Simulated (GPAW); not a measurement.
A run of GPAW 26.7.0:

The input run.py:

```python
import numpy as np
from ase import Atoms
from ase.dft.bandgap import bandgap
from ase.io import write
from ase.units import GPa
from gpaw import GPAW, PW, setup_paths
from gpaw.spinorbit import soc_eigenstates

setup_paths.insert(0, '.')

atoms = Atoms(['Pt', 'Al', 'Al'],
              cell=[[0.0, 2.955, 2.955],
                    [2.955, 0.0, 2.955],
                    [2.955, 2.955, 0.0]],
              scaled_positions=[[0.0, 0.0, 0.0],
                                [0.75, 0.75, 0.75],
                                [0.25, 0.25, 0.25]],
              pbc=True)

calc = GPAW(mode=PW(600),
            xc='PBEsol',
            kpts={'size': (8, 8, 8), 'gamma': True},
            occupations={'name': 'fermi-dirac', 'width': 0.05},
            nbands=23,
            convergence={'density': 1e-05, 'energy': 1e-05},
            maxiter=150,
            txt='gpaw.txt')
atoms.calc = calc
energy = atoms.get_potential_energy()
forces = atoms.get_forces()
stress = atoms.get_stress()
calc.write('gs.gpw')
write('result.traj', atoms)
print(f'Energy: {energy:.6f} eV')
print('Forces (eV/A):')
print(forces.round(4))
print('Stress (GPa):', (stress / GPa).round(3))
print('Fermi level:', round(calc.get_fermi_level(), 4), 'eV')
print(f'Gap: {bandgap(calc)[0]:.4f} eV, direct: {bandgap(calc, direct=True)[0]:.4f} eV')

path = atoms.cell.bandpath('GXWKGLUWLK,UX', npoints=100, eps=1e-4)
bs_calc = calc.fixed_density(kpts=path, symmetry='off', nbands=36,
                             convergence={'bands': 'CBM+6.0', 'eigenstates': 1e-6}, txt='bands.txt')
bs = bs_calc.band_structure()
bs.write('bs.json')
print(f'Gap on the path: {bandgap(bs_calc)[0]:.4f} eV')

soc = soc_eigenstates(bs_calc, theta=0, phi=0)
np.savetxt('soc_bands.dat', soc.eigenvalues(), fmt='%.4f')
mesh = soc_eigenstates('gs.gpw', theta=0, phi=0)
np.savetxt('soc_mesh.dat', mesh.eigenvalues(), fmt='%.4f')
print('Fermi level with spin-orbit coupling:', round(mesh.fermi_level, 4), 'eV')
```

Potentials or basis: PAW data sets generated in the run's folder for this functional, pw.

The run is started by

```console
$ gpaw-setup -f PBEsol Al Pt
$ OMP_NUM_THREADS=1 python run.py
```

Hardware: 1 thread of Arm Neoverse V2, with other jobs on the host.

Question: How long does it take, and how much memory?

Answer: It took 70 s on 1 thread of Arm Neoverse V2 (shared host), peak memory 0.41 GiB. Counts: scf iterations 15, plane waves 1759, bands 23, k points 29.
